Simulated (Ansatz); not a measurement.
The system is Sn.

```
CELL_PARAMETERS angstrom
-1.72654 1.77555 2.33834
1.72654 -1.77555 2.33834
1.72654 1.77555 -2.33834
ATOMIC_POSITIONS crystal
Sn 0.00000 0.00000 0.00000
```

This isn't the form of Sn at room conditions, which is tetragonal (white tin).

Base run:

* Program: Ansatz 0.2.0
* Functional: PBEsol
* Potentials or basis: Ansatz PAW
* Cutoff: 420 eV (not typed: the program's choice for these potentials)
* k mesh: 8 × 8 × 8
* Occupations: fermi-dirac, width 0.05 eV
* Spin: spin-orbit coupling, no magnetisation

Its results: band gap on the k mesh none (metal or under the smearing width); pressure -3.8 GPa.

Task: The run is repeated on the same cell with these changes: functional from PBEsol to LDA. What comes out?

Result: Band gap on the k mesh none (metal or under the smearing width); pressure -4.9 GPa.

LDA binds more tightly than PBEsol, so the same cell stands under less pressure.

Caveats: the PAW data sets come from PBE, with cores solved anew for the run's functional, which leaves a small shift of forces and pressure.
